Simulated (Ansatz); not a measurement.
# Sn: biaxial strain in the a-b plane

An exercise on one series of results from a longer session: the logs are not shown, and one member is left open.

Program: Ansatz 0.2.0. Level of theory: DFT PBEsol, scalar-relativistic, plane waves, PAW. These are calculated values, not measurements.

2 further runs of the same task are left out: 2 set aside as unsound or not needed.

## Starting point

It takes space group Fd-3m (No. 227, cubic). Conventional cell: a = 6.541 Å, b = 6.541 Å, c = 6.541 Å, α = 90.00°, β = 90.00°, γ = 90.00°. Sn (site symmetry -43m) has 4 Sn at 2.83 Å as nearest neighbours.

As a file:

```
Sn
1.0
     3.27035    3.27035    0.00000
    -3.27035    3.27035    0.00000
     0.00000    0.00000    6.54070
Sn
4
Direct
  0.00000 0.00000 0.50000
  0.00000 0.50000 0.25000
  0.50000 0.50000 0.00000
  0.50000 0.00000 0.75000
```

It goes back to an entry of the Materials Project.

The unstrained cell was computed beforehand with the same settings: E(σ→0) = -23799.0150 eV for 4 atoms, gap none (metal).

Set-up of the first run:

Contents of input.yaml:

```yaml
crystal:
  lattice:
    - [3.2376481861, 3.2376481861, 0.0]
    - [-3.2376481861, 3.2376481861, 0.0]
    - [0.0, 0.0, 6.5799476267]
  atoms:
    - { symbol: Sn, position: [0.0, 0.0, 0.5] }
    - { symbol: Sn, position: [0.0, 0.5, 0.25] }
    - { symbol: Sn, position: [0.5, 0.5, 0.0] }
    - { symbol: Sn, position: [0.5, 0.0, 0.75] }
basis:
  ecutwfc: 420
kpoints:
  mp_grid: { grid: [12, 12, 8] }
hamiltonian:
  xc: pbesol
scf:
  occupations: { method: gaussian, width: 0.1 }
output:
  forces: true
  stress: true
  eigenvalues: true
relax:
  adjacent_minimum: "off"
  f_tol: 0.008
  max_steps: 40
  cell: { stress_tol: 0.015, fix: [a, b, gamma] }
```

Started as:

```bash
$ ansatz run input.yaml --threads 1 --pin off --max-ram 2560MiB --backend cpu --events-out ev --progress --plain --runs-dir out
```

Among the steps run: At -1.0 %; The cell strained by +1.0 %; Strain -2.0 %; The cell strained by +2.0 %; The cell strained by -3.0 %; Strain +3.0 %.

One table of the session follows, with a row left open; its other results are not shown here.

Lengths are those of the vectors of the cell that was run; stresses in GPa:

| strain (%) | ΔE (meV/atom) | a (Å) | b (Å) | c (Å) |
| --- | --- | --- | --- | --- |
| -3.0 | 12.9 | 4.486 | 4.486 | 6.736 |
| -2.0 | 5.5 | 4.532 | 4.532 | 6.669 |
| -1.0 | 1.3 | 4.579 | 4.579 | 6.603 |
| +0.0 | 0.0 | 4.625 | 4.625 | 6.541 |
| +1.0 | ? | ? | ? | ? |
| +2.0 | 5.2 | 4.717 | 4.717 | 6.403 |
| +3.0 | 11.3 | 4.764 | 4.764 | 6.335 |

Q: Estimate the row for strain (%) = +1.0 from the others.

Worked estimate for «ΔE (meV/atom)». A straight line through the neighbours (0.0, 0.0) and (2.0, 5.2) gives 0.0 + (5.2 − 0.0) × (1.0 − 0.0) / (2.0 − 0.0) = 2.6; a parabola fitted to 4 rows on both sides gives 1.4.

**Answer.** ΔE (meV/atom): 1.4; a (Å): 4.671; b (Å): 4.671; c (Å): 6.471. In «ΔE (meV/atom)» the line misses by +1.2 and the parabola by 0.0.

ΔE is over the unstrained cell. Stress in GPa, positive in compression, on the Cartesian axes of the input. 
